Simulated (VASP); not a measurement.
# Sm (I4/mmm) in VASP: a series of runs

The runs below take Sm through single point, with PBE.

All numbers are computed with VASP 6.6.1; they aren't measurements. Logs are shortened: lines on timing, memory, paths and dates and some standing lists are left out, and cuts for length are marked.

## (1) The structure

Symmetry: I4/mmm, No. 139, tetragonal system. Conventional cell: a = 3.635 Å, b = 3.635 Å, c = 5.122 Å, α = 90.00°, β = 90.00°, γ = 90.00°. Sm (site symmetry 4/mmm) has 12 Sm at 3.63 Å as nearest neighbours.

This isn't the form of Sm at room conditions, which is rhombohedral.

## (2) Single point, PBE, collinear spin, ferromagnetic start

INCAR reads:

```
PREC = Accurate ; ENCUT = 650
EDIFF = 1E-6 ; ISMEAR = -1
SIGMA = 0.15 ; LREAL = F
LASPH = T ; NELM = 100
ALGO = Normal ; ISIF = 2
LWAVE = F ; LCHARG = F
ISPIN = 2 ; MAGMOM = 5
LORBIT = 11 ; LMAXMIX = 6
GGA = PE ; NBANDS = 18
ADDGRID = F
```

KPOINTS reads:

```
regular mesh
0
Gamma
  6 6 6
```

POSCAR reads:

```
Sm
1.0
   -1.8424340000      1.8281900000      2.5309280000
    1.8521830000     -1.8921630000      2.5832430000
    1.7732950000      1.8230240000     -2.5763240000
Sm
1
Direct
    0.0008670000     -0.0165060000      0.0081580000
```

Potentials or basis: VASP PAW PBE potentials, release 64 (Sm).

On the command line:

```console
> cat potpaw_PBE.64/Sm/POTCAR > POTCAR
> mpirun -np 1 vasp_std > vasp.out
```

OUTCAR:

```text
PREC = Accurate
   ENCUT = 650
   EDIFF = 1E-6
   ISMEAR = -1
   LREAL = F
   LASPH = T
   NELM = 100
   ISIF = 2
   ISPIN = 2
   LORBIT = 11
   GGA = PE

 Found    112 irreducible k-points:

 Following reciprocal coordinates:
            Coordinates               Weight
  0.000000  0.000000  0.000000      1.000000
  0.166667  0.000000 -0.000000      2.000000
  0.333333  0.000000 -0.000000      2.000000
  0.500000 -0.000000  0.000000      1.000000
 -0.000000  0.166667 -0.000000      2.000000
  0.166667  0.166667  0.000000      2.000000
   k-points           NKPTS =    112   k-points in BZ     NKDIM =    112   number of bands    NBANDS=     18
   number of dos      NEDOS =    301   number of ions     NIONS =      1
   total plane-waves  NPLWV =  28800
   dimension x,y,z NGX =    30 NGY =   32 NGZ =   30
   dimension x,y,z NGXF=    60 NGYF=   64 NGZF=   60
   ions per type =               1
   NGX,Y,Z   is equivalent  to a cutoff of  13.76, 14.38, 13.78 a.u.
   NGXF,Y,Z  is equivalent  to a cutoff of  27.51, 28.76, 27.55 a.u.
 SYSTEM =  unknown system
   PREC   = accura    normal or accurate (medium, high low for compatibility)
   ISTART =      0    job   : 0-new  1-cont  2-samecut
   ICHARG =      2    charge: 1-file 2-atom 10-const
   ISPIN  =      2    spin polarized calculation?
   LNONCOLLINEAR =      F non collinear calculations
   LSORBIT =      F    spin-orbit coupling
   LASPH  =      T    aspherical Exc in radial PAW
   ENCUT  =  650.0 eV  47.77 Ry    6.91 a.u.   7.54  7.69  7.53*2*pi/ulx,y,z
   NELM   =    100;   NELMIN=  2; NELMDL= -5     # of ELM steps
   EDIFF  = 0.1E-05   stopping-criterion for ELM
   LREAL  =      F    real-space projection
   EDIFFG = 0.1E-04   stopping-criterion for IOM
   NSW    =      0    number of steps for IOM
   IBRION =     -1    ionic relax: 0-MD 1-quasi-New 2-CG
   NFREE  =      0    steps in history (QN), initial steepest desc. (CG)
   ISIF   =      2    stress and relaxation
   ISYM   =      2    0-nonsym 1-usesym 2-fastsym
   POTIM  = 0.5000    time-step for ionic-motion
   TEBEG  =    0.0;   TEEND  =   0.0 temperature during run
   PSTRESS=    0.0 pullay stress
   NELECT =      16.0000    total number of electrons
   NUPDOWN=      -1.0000    fix difference up-down
   EMIN   =  10.00;   EMAX   =-10.00  energy-range for DOS
   EFERMI =   0.00;   METHOD = LEGACY
   ISMEAR =    -1;   SIGMA  =   0.15  broadening in eV -4-tet -1-fermi 0-gaus
   EFERMI_NEDOS =   21; number of points for ismear=-14 and -15
   IALGO  =     38    algorithm
   IMIX   =      4    mixing-type and parameters
     AMIX     =   0.40;   BMIX     =  1.00
     AMIX_MAG =   1.60;   BMIX_MAG =  1.00
  volume/ion in A,a.u.               =      33.83       228.31
  Fermi-wavevector in a.u.,A,eV,Ry     =   1.275481  2.410310 22.134673  1.626853
  Thomas-Fermi vector in A             =   2.408191
   LORBIT       =     11    0 simple, 1 ext, 2 COOP (PROOUT), +10 PAW based schemes
   GGA     = PE    functional components
   LHFCALC =     F    Hartree Fock is set to
   AEXX    =    0.0000 exact exchange contribution
   IVDW    =     0    specifies the selected vdW correction
   LEPSILON=     F    determine dielectric tensor
   LRPA    =     F    only Hartree local field effects (RPA)
 spin polarized calculation
  energy-cutoff  :      650.00
  volume of cell :       33.83
 maximum number of plane-waves:      1289
   NGX = 15   NGY = 15   NGZ = 15

 number of electron      16.0000000 magnetization       6.4240710

 Free energy of the ion-electron system (eV)
  ---------------------------------------------------
  ext. energy  EPLUGINS =         0.00000000
  ---------------------------------------------------
  free energy    TOTEN  =        -9.53886109 eV

  energy without entropy =       -9.08980490  energy(sigma->0) =       -9.31433300

 E-fermi :   3.0932     XC(G=0):  -9.7886

 val. band max:        3.0910131081   @ k =  -0.3333   0.5000   0.3333
 cond. band min:       3.0940491008   @ k =   0.5000   0.5000   0.5000
 fundamental gap:      0.0030359927
 Fermi energy:         3.0931970658

 spin component 1

 k-point     1 :       0.0000    0.0000    0.0000
  band No.  band energies     occupation
      1     -36.9573      1.00000
      2     -16.1061      1.00000
      3     -16.0841      1.00000
      4     -16.0720      1.00000
      5      -1.4073      1.00000
      6       2.6166      0.95997
      7       2.7515      0.90704
      8       2.7762      0.89217
      9       2.7919      0.88167
     10       2.8774      0.80823
     11       2.8836      0.80174
     12       2.8904      0.79450
     13       4.6512      0.00003
     14       4.9576      0.00000
     15       5.1118      0.00000
     16       7.1433      0.00000
     17       7.6392      0.00000
     18      12.2278      0.00000

 k-point     2 :       0.1667    0.0000   -0.0000
  band No.  band energies     occupation
      1     -36.9307      1.00000
      2     -16.3493      1.00000
      3     -16.1385      1.00000
      4     -16.1173      1.00000
      5      -0.6423      1.00000
      6       2.5813      0.96811
      7       2.7452      0.91054
      8       2.7713      0.89527
      9       2.7854      0.88614
     10       2.8034      0.87344
     11       2.8197      0.86098
     12       2.8822      0.80323
     13       4.4879      0.00009
     14       5.0636      0.00000
     15       5.3905      0.00000
     16       6.9450      0.00000
     17       7.2682      0.00000
     18      13.1207      0.00000

 k-point     3 :       0.3333    0.0000   -0.0000
  band No.  band energies     occupation
      1     -36.8767      1.00000
      2     -16.8552      1.00000
      3     -16.2149      1.00000
      4     -16.1766      1.00000
      5       0.6913      1.00000
      6       2.6566      0.94838
      7       2.6593      0.94749
      8       2.6725      0.94292
      9       2.7416      0.91247
     10       2.8862      0.79904
     11       2.8928      0.79187
     12       2.9106      0.77155
     13       4.1871      0.00068
     14       4.8078      0.00001
     15       5.2286      0.00000
     16       8.0067      0.00000
     17       8.1355      0.00000
     18      11.7784      0.00000

 k-point     4 :       0.5000   -0.0000    0.0000
  band No.  band energies     occupation
      1     -36.8495      1.00000
      2     -17.0911      1.00000
      3     -16.2535      1.00000
      4     -16.2046      1.00000
      5       0.9984      1.00000
      6       2.6124      0.96103
      7       2.6229      0.95833
      8       2.6345      0.95512
      9       2.8889      0.79612
     10       2.9254      0.75372
     11       2.9696      0.69507
     12       2.9800      0.68021
     13       4.4649      0.00011
     14       4.8147      0.00001
     15       4.8908      0.00001
     16       9.1313      0.00000
     17       9.4190      0.00000
     18      11.9127      0.00000

 k-point     5 :      -0.0000    0.1667   -0.0000
  band No.  band energies     occupation
      1     -36.9318      1.00000
      2     -16.3516      1.00000
      3     -16.1261      1.00000
      4     -16.1164      1.00000
      5      -0.6574      1.00000
      6       2.5822      0.96791
      7       2.7370      0.91489
      8       2.7784      0.89075
      9       2.7831      0.88766
     10       2.8150      0.86467
     11       2.8186      0.86183
     12       2.8857      0.79953
     13       4.4115      0.00015
     14       5.1687      0.00000
     15       5.3223      0.00000
     16       7.0019      0.00000
     17       7.3011      0.00000
     18      13.1351      0.00000

 k-point     6 :       0.1667    0.1667    0.0000
  band No.  band energies     occupation
      1     -36.8945      1.00000
      2     -16.6332      1.00000
      3     -16.2784      1.00000
      4     -16.1331      1.00000
      5       0.4439      1.00000
      6       2.5364      0.97615
      7       2.6897      0.93642
      8       2.7151      0.92559
      9       2.7364      0.91518
     10       2.8009      0.87528
     11       2.8480      0.83682
     12       2.9031      0.78028
     13       3.9331      0.00369
     14       4.9813      0.00000
     15       6.0042      0.00000
     16       6.2043      0.00000
     17       8.3948      0.00000
     18      13.3425      0.00000

 [... further k-points ...]

 spin component 2

 k-point     1 :       0.0000    0.0000    0.0000
  band No.  band energies     occupation
      1     -34.2852      1.00000
      2     -14.0407      1.00000
      3     -14.0131      1.00000
      4     -13.9995      1.00000
      5      -0.2616      1.00000
      6       5.8565      0.00000
      7       6.1272      0.00000
      8       6.1684      0.00000
      9       6.3259      0.00000
     10       6.5249      0.00000
     11       6.5761      0.00000
     12       6.6041      0.00000
     13       7.1527      0.00000
     14       7.1650      0.00000
     15       7.1744      0.00000
     16       8.3176      0.00000
     17       8.8335      0.00000
     18      14.0680      0.00000

 k-point     2 :       0.1667    0.0000   -0.0000
  band No.  band energies     occupation
      1     -34.2535      1.00000
      2     -14.3183      1.00000
      3     -14.0764      1.00000
      4     -14.0514      1.00000
      5       0.5285      1.00000
      6       5.1955      0.00000
      7       6.0383      0.00000
      8       6.3188      0.00000
      9       6.4392      0.00000
     10       6.5417      0.00000
     11       6.5957      0.00000
     12       6.8160      0.00000
     13       7.1597      0.00000
     14       7.1805      0.00000
     15       7.2704      0.00000
     16       8.2971      0.00000
     17       8.5766      0.00000
     18      14.4135      0.00000

 k-point     3 :       0.3333    0.0000   -0.0000
  band No.  band energies     occupation
      1     -34.1893      1.00000
      2     -14.8941      1.00000
      3     -14.1609      1.00000
      4     -14.1185      1.00000
      5       1.8920      0.99967
      6       4.9769      0.00000
      7       5.7844      0.00000
      8       6.1623      0.00000
      9       6.2736      0.00000
     10       6.6432      0.00000
     11       6.6732      0.00000
     12       7.0005      0.00000
     13       7.0228      0.00000
     14       7.0939      0.00000
     15       7.1700      0.00000
     16       9.3927      0.00000
     17       9.5395      0.00000
     18      13.0872      0.00000

 k-point     4 :       0.5000   -0.0000    0.0000
  band No.  band energies     occupation
      1     -34.1567      1.00000
      2     -15.1601      1.00000
      3     -14.2038      1.00000
      4     -14.1498      1.00000
      5       2.2091      0.99725
      6       5.5488      0.00000
      7       5.5517      0.00000
      8       5.9752      0.00000
      9       6.3161      0.00000
     10       6.6868      0.00000
     11       6.7016      0.00000
     12       6.9614      0.00000
     13       6.9873      0.00000
     14       7.1313      0.00000
     15       7.1736      0.00000
     16      10.4455      0.00000
     17      10.7526      0.00000
     18      13.4087      0.00000

 k-point     5 :      -0.0000    0.1667   -0.0000
  band No.  band energies     occupation
      1     -34.2548      1.00000
      2     -14.3229      1.00000
      3     -14.0624      1.00000
      4     -14.0490      1.00000
      5       0.5159      1.00000
      6       5.1554      0.00000
      7       6.1407      0.00000
      8       6.2751      0.00000
      9       6.4199      0.00000
     10       6.5773      0.00000
     11       6.5920      0.00000
     12       6.7912      0.00000
     13       7.1672      0.00000
     14       7.1921      0.00000
     15       7.2303      0.00000
     16       8.3397      0.00000
     17       8.6018      0.00000
     18      14.4449      0.00000

 k-point     6 :       0.1667    0.1667    0.0000
  band No.  band energies     occupation
      1     -34.2105      1.00000
      2     -14.6421      1.00000
      3     -14.2349      1.00000
      4     -14.0697      1.00000
      5       1.6446      0.99994
      6       4.6162      0.00004
      7       5.6347      0.00000
      8       6.3915      0.00000
      9       6.4396      0.00000
     10       6.6390      0.00000
     11       6.7078      0.00000
     12       6.8964      0.00000
     13       7.0617      0.00000
     14       7.0916      0.00000
     15       7.7208      0.00000
     16       7.7818      0.00000
     17       9.7758      0.00000
     18      14.4677      0.00000

 [... further k-points ...]
[... 5 lines left out ...]
  --------------------------------------------------------------------------------------
  -------------------------------------------------------------------------------------
  Total        0.7410829      0.6703586      0.7276690      0.0443713      0.1201446     -0.0131902
  in kB       35.0958018     31.7464802     34.4605561      2.1013134      5.6897449     -0.6246547
  external PRESSURE =      33.7676127 kB  Pullay stress =       0.0000000 kB

 VOLUME and BASIS-vectors are now :
 -----------------------------------------------------------------------------
  energy-cutoff  :      650.00
  volume of cell :       33.83
      direct lattice vectors                 reciprocal lattice vectors
    -1.842434000  1.828190000  2.530928000     0.004892204  0.276448139  0.198983867
     1.852183000 -1.892163000  2.583243000     0.275599134  0.007644485  0.195105370
     1.773295000  1.823024000 -2.576324000     0.281145287  0.279242012  0.002957090

 POSITION                                       TOTAL-FORCE (eV/Angst)
 -----------------------------------------------------------------------------------
      1.83448     -1.84447      2.52178         0.000000     -0.000000      0.000000
 -----------------------------------------------------------------------------------
    total drift:                                0.000002     -0.000001      0.000001

  FREE ENERGIE OF THE ION-ELECTRON SYSTEM (eV)
  ---------------------------------------------------
  free  energy   TOTEN  =        -9.5388610906 eV

  energy  without entropy=       -9.0898049018  energy(sigma->0) =       -9.31433300

 total charge

# of ion       s       p       d       f       tot
--------------------------------------------------
    1        2.083   5.608   0.471   5.499  13.660

 magnetization (x)

# of ion       s       p       d       f       tot
--------------------------------------------------
    1       -0.004  -0.062   0.239   5.491   5.664
```

Run time: 3 min. Hardware: 1 thread of Intel Xeon Platinum 8559C (Emerald Rapids), shared host; peak memory 0.32 GiB.

The run converged, but some of its settings lie outside the range that counts as converged, so its numbers aren't taken as properties of the crystal.

What came out:

* Free energy: -9.5389 eV
* Pressure: 3.4 GPa
* Band gap on the k mesh: none (metal or under the smearing width)
* Net moment: 6.42 μB per cell
* Site moments: Sm +5.66 μB
* Valence electrons inside the program's atomic spheres: Sm 13.66

Caveat: the k mesh is coarse (spacing up to 0.41 Å⁻¹), so the values aren't converged; the magnetic or orbital state may not be the lowest; spin-orbit coupling is left out, which moves the levels of the heavy elements.

## (3) Single point, PBE, collinear spin, ferromagnetic start

Changes to INCAR since step 2:

```diff
@@ -1,2 +1,2 @@
-PREC = Accurate ; ENCUT = 650
+PREC = Accurate ; ENCUT = 520
 EDIFF = 1E-6 ; ISMEAR = -1
```

KPOINTS reads:

```
regular mesh
0
Gamma
  7 7 7
```

POSCAR reads:

```
Sm
1.0
   -1.8173030691      1.8173030691      2.5609871902
    1.8173030691     -1.8173030691      2.5609871902
    1.8173030691      1.8173030691     -2.5609871902
Sm
1
Direct
    0.0000000000      0.0000000000      0.0000000000
```

Potentials or basis: VASP PAW PBE potentials, release 64 (Sm).

On the command line:

```console
> cat potpaw_PBE.64/Sm/POTCAR > POTCAR
> mpirun -np 1 vasp_std > vasp.out
```

Wall time 46 s (1 thread of Intel Xeon Platinum 8559C (Emerald Rapids), shared host); peak memory 0.2 GiB.

The run converged, but some of its settings lie outside the range that counts as converged, so its numbers aren't taken as properties of the crystal.

What came out:

- Free energy: -9.5424 eV
- Pressure: 3.0 GPa
- Band gap on the k mesh: none (metal or under the smearing width)
- Net moment: 6.46 μB per cell
- Site moments: Sm +5.67 μB
- Valence electrons inside the program's atomic spheres: Sm 13.66

Caveat: the magnetic or orbital state may not be the lowest; spin-orbit coupling is left out, which moves the levels of the heavy elements.

## (4) The reference run

An earlier run on the cell as given: functional PBE; potentials or basis VASP PAW PBE potentials, release 64 (Sm); cutoff 520 eV; k mesh 10 × 10 × 10; occupations fermi-dirac, width 0.05 eV; collinear spin, ferromagnetic start; starting moments [5.0] μB.

* Pressure: 2.8 GPa
* Band gap on the k mesh: none (metal or under the smearing width)
* Net moment: 6.56 μB per cell
* Site moments: Sm +5.71 μB
* Valence electrons inside the program's atomic spheres: Sm 13.66
